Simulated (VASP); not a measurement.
Method: PBE0 hybrid, VASP's PBE PAW potentials (set 64) (plane waves; VASP).

A VASP calculation is set up with these files.

KPOINTS:
```
Automatic mesh
0
Gamma
6 6 6
0 0 0
```

**POSCAR**
```
CsCl
1
    4.1673685230     0.0000000000     0.0000000000
    0.0000000000     4.1673685230     0.0000000000
    0.0000000000     0.0000000000     4.1673685230
Cs Cl
1 1
Direct
  0.0000000000   0.0000000000   0.0000000000
  0.5000000000   0.5000000000   0.5000000000
```

INCAR:
```
! general
SYSTEM   = CsCl
PREC     = Accurate
ENCUT    = 520
LREAL    = .FALSE.
LASPH    = .TRUE.
ISYM     = 3

! electronic loop
EDIFF    = 1E-6
NELM     = 60
ALGO     = Normal
LMAXMIX  = 4

! smearing
ISMEAR   = 0
SIGMA    = 0.05

! functional
GGA      = PE
LHFCALC  = .TRUE.
AEXX     = 0.25
HFRCUT   = -1
PRECFOCK = Fast

! ions
ISIF     = 2

! output
LWAVE    = .FALSE.
LCHARG   = .FALSE.
```

POTCAR, in this order: Cs_sv Cl (PBE.64 set). Program: vasp_std. Read from the step before: WAVECAR.

Output of the run:

**OSZICAR**
```
       N       E                     dE             d eps       ncg     rms          rms(c)
DAV:   1    -0.813816555549E+01   -0.81382E+01   -0.36812E-01   484   0.532E+00    0.108E+00
DAV:   2    -0.814073793319E+01   -0.25724E-02   -0.73628E-03   528   0.633E-01    0.671E-01
DAV:   3    -0.813995767053E+01    0.78026E-03   -0.83998E-04   572   0.219E-01    0.402E-01
DAV:   4    -0.813974654682E+01    0.21112E-03   -0.35981E-04   548   0.134E-01    0.240E-01
DAV:   5    -0.813969827633E+01    0.48270E-04   -0.79390E-05   560   0.647E-02    0.143E-01
DAV:   6    -0.813968374399E+01    0.14532E-04   -0.14599E-05   552   0.326E-02    0.836E-02
DAV:   7    -0.813967990366E+01    0.38403E-05   -0.37867E-06   564   0.194E-02    0.488E-02
DAV:   8    -0.813967953897E+01    0.36468E-06   -0.11362E-06   340   0.120E-02
   1 F= -.81396795E+01 E0= -.81396795E+01  d E =-.159316E-20
```

OUTCAR:
```
------------------------ aborting loop because EDIFF is reached ----------------------------------------
  FORCE on cell =-STRESS in cart. coord.  units (eV):
  Direction    XX          YY          ZZ          XY          YZ          ZX
  --------------------------------------------------------------------------------------
  Total        0.0036137      0.0036137      0.0036137     -0.0000000      0.0000000     -0.0000000
  in kB        0.0799965      0.0799965      0.0799965     -0.0000000      0.0000000     -0.0000000
  external PRESSURE =       0.0799965 kB  Pullay stress =       0.0000000 kB
  volume of cell :       72.37
      direct lattice vectors                 reciprocal lattice vectors
     4.167368523  0.000000000  0.000000000     0.239959580  0.000000000  0.000000000
     0.000000000  4.167368523  0.000000000     0.000000000  0.239959580  0.000000000
     0.000000000  0.000000000  4.167368523     0.000000000  0.000000000  0.239959580
 POSITION                                       TOTAL-FORCE (eV/Angst)
 -----------------------------------------------------------------------------------
      0.00000      0.00000      0.00000         0.000000      0.000000      0.000000
      2.08368      2.08368      2.08368         0.000000      0.000000      0.000000
 -----------------------------------------------------------------------------------
    total drift:                                0.000000      0.000000      0.000000
  FREE ENERGIE OF THE ION-ELECTRON SYSTEM (eV)
  ---------------------------------------------------
  free  energy   TOTEN  =        -8.1396795390 eV

  energy  without entropy=       -8.1396795390  energy(sigma->0) =       -8.13967954

  exchange ACFDT corr.  =         0.00000000  see jH, gK, PRB 81, 115126
```
(Selected blocks of OUTCAR.)

The compound is CsCl in the CsCl type structure. This cell is one point of a volume scan, at 0.97 of the reference volume. The cell's shape comes from a PBE relaxation.
